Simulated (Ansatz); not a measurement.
Reaction (formal exchange of groups at a Ge–C bond): `C[C](=O)[GeH3]` + `CN[SiH2][SiH3]` → `[SiH3][SiH2][NH][GeH3]` + acetone

Program: Ansatz. Geometries: PBE0-D4/def2-TZVP. ΔE: electronic, gas phase. CCSD(T)/CBS adds triple-zeta CCSD(T) − MP2 to the extrapolated MP2 energy (def2 sets, frozen cores). Functionals use def2-TZVPP. For Ge outer-core shells are correlated without core-valence functions, which leaves a few kJ/mol of doubt a bond. Scalar relativity is left out up to krypton. One conformer a species, not always the lowest.

| species | revPBE-D4 energy (Eh) |
| --- | --- |
| `C[C](=O)[GeH3]` | -2231.90348 |
| `CN[SiH2][SiH3]` | -677.19194 |
| `[SiH3][SiH2][NH][GeH3]` | -2715.93450 |
| `CC(C)=O` | -193.19418 |

(1) Work out ΔE.

Largest T1 diagnostic among the species: 0.014.

Results:

(1) ΔE = (-2715.93450) + (-193.19418) − (-2231.90348) − (-677.19194) = -0.03326 Eh = -20.9 kcal/mol. CCSD(T)/CBS gives -25.0 kcal/mol.

Leaving LDA and LC-ωPBE aside and taking each functional with its dispersion term where it has one, the values, not all of them listed here, spread over 5.0 kcal/mol, from PBE-QIDH to revPBE-D4. LDA lies −0.7 kcal/mol from PBE without D4. In def2-TZVPP, CCSD(T) changes the Hartree–Fock value by +2.9 kcal/mol (the triples alone add +0.5 kcal/mol) and MP2 by +1.6 kcal/mol.
